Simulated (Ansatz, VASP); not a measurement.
This is a calculation of I for VASP 6.6.1.

File INCAR:

```
SYSTEM = I
  PREC = Accurate
  ENCUT = 520
  EDIFF = 1E-7
  ISMEAR = -1
  SIGMA = 0.05
  LREAL = .False.
  LASPH = .True.
  NELM = 60
  ALGO = Normal
  ISIF = 2
  LWAVE = .False.
  LCHARG = .True.
  GGA = CA
  LELF = .True.
  LVHAR = .True.
  NBANDS = 22
```

Contents of KPOINTS:

```
Automatic mesh
0
Gamma
  7 7 3
  0 0 0
```

POSCAR

```
I
1.0
    3.5859068830     -2.3626508969      0.0000000000
    3.5859068830      2.3626508969      0.0000000000
    0.0000000000      0.0000000000      9.6610799909
I
4
Direct
    0.6493000000      0.3507000000      0.3844000000
    0.1493000000      0.8507000000      0.1156000000
    0.3507000000      0.6493000000      0.6156000000
    0.8507000000      0.1493000000      0.8844000000
```

Potentials or basis: VASP PAW LDA potentials, release 64 (I).

The run is started by

```console
$ cat potpaw_LDA.64/I/POTCAR > POTCAR
$ mpirun -np 1 vasp_std > vasp.out
```

Problem. Translate it to Ansatz 0.2.0. Potentials there: all-electron LAPW, scalar-relativistic.

Solution. As run (the cutoff follows the program's own potentials):

input.yaml

```yaml
crystal:
  lattice:
    - [3.585906883, -2.3626508969, 0.0]
    - [3.585906883, 2.3626508969, 0.0]
    - [0.0, 0.0, 9.6610799909]
  atoms:
    - { symbol: I, position: [0.6493, 0.3507, 0.3844] }
    - { symbol: I, position: [0.1493, 0.8507, 0.1156] }
    - { symbol: I, position: [0.3507, 0.6493, 0.6156] }
    - { symbol: I, position: [0.8507, 0.1493, 0.8844] }
kpoints:
  mp_grid: { grid: [7, 7, 3] }
scf:
  occupations: { method: fermi_dirac, width: 0.05 }
hamiltonian:
  xc: lda
  pseudopotentials: { kind: all_electron, lapw: { basis_error: 0.002 } }
output:
  forces: true
  stress: true
  eigenvalues: true
```

Potentials or basis: all-electron LAPW, scalar-relativistic.

Launch:

```sh
$ ansatz run input.yaml --threads 2 --pin off --max-ram 8192MiB --backend cpu --events-out ev --progress --plain --runs-dir out
```

Both were run:

|  | VASP | Ansatz | Ansatz less VASP |
| --- | --- | --- | --- |
| gap on the k mesh at the Fermi level (eV) | 1.32 | 1.33 | +0.008 |
| least direct gap on the mesh (eV) | 1.43 | 1.44 | +0.009 |
| pressure (GPa) | 0.2 | 0.2 | +0.01 |
| largest component of the traceless stress (GPa) | 1.43 | 1.42 | -0.016 |
| rms of the force components (eV/Å) | 0.637 | 0.633 | -0.0032 |

Atom by atom the forces differ by 0.003 eV/Å (rms over components). Ansatz ran all-electron here, so the differences hold the error of VASP's frozen core and of both bases.

Caveats: spin-orbit coupling is left out, which moves the levels of the heavy elements; an odd mesh through Γ misses points on the zone boundary, where band edges often lie; forces of over 1 eV/Å show positions far from the minimum, so gaps and moduli don't describe the material at rest.
